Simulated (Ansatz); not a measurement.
Crystal: Bi2TeSe2 (Skippenite).

```
Bi Te Se
1.0
     2.09150    1.20753    9.71233
    -2.09150    1.20753    9.71233
     0.00000   -2.41506    9.71233
Bi Te Se
2 1 2
Direct
  0.60194 0.60194 0.60194
  0.39806 0.39806 0.39806
  0.00000 0.00000 0.00000
  0.78840 0.78840 0.78840
  0.21160 0.21160 0.21160
```

Base run:

| Property | Result |
| --- | --- |
| Program | Ansatz 0.2.0 |
| Functional | PBEsol |
| Potentials or basis | Ansatz PAW |
| Cutoff | 420 eV (not typed: the program's choice for these potentials) |
| k mesh | 7 × 7 × 7 |
| Occupations | fermi-dirac, width 0.05 eV |
| Spin | no spin polarisation |

Its results: band gap on the k mesh 0.43 eV, direct; pressure 1.9 GPa; largest force 1.791 eV/Å.

The run is repeated on the same cell with these changes: functional from PBEsol to LDA. What comes out?

Band gap on the k mesh 0.39 eV, direct; pressure 0.4 GPa; largest force 1.780 eV/Å.

LDA binds more tightly than PBEsol, so the same cell stands under less pressure.

Caveats: spin-orbit coupling is left out, which as a rule narrows the gap of such compounds by several tenths of an eV; the PAW data sets come from PBE, with cores solved anew for the run's functional, which leaves a small shift of forces and pressure; forces of over 1 eV/Å show positions far from the minimum, so gaps and moduli don't describe the material at rest.
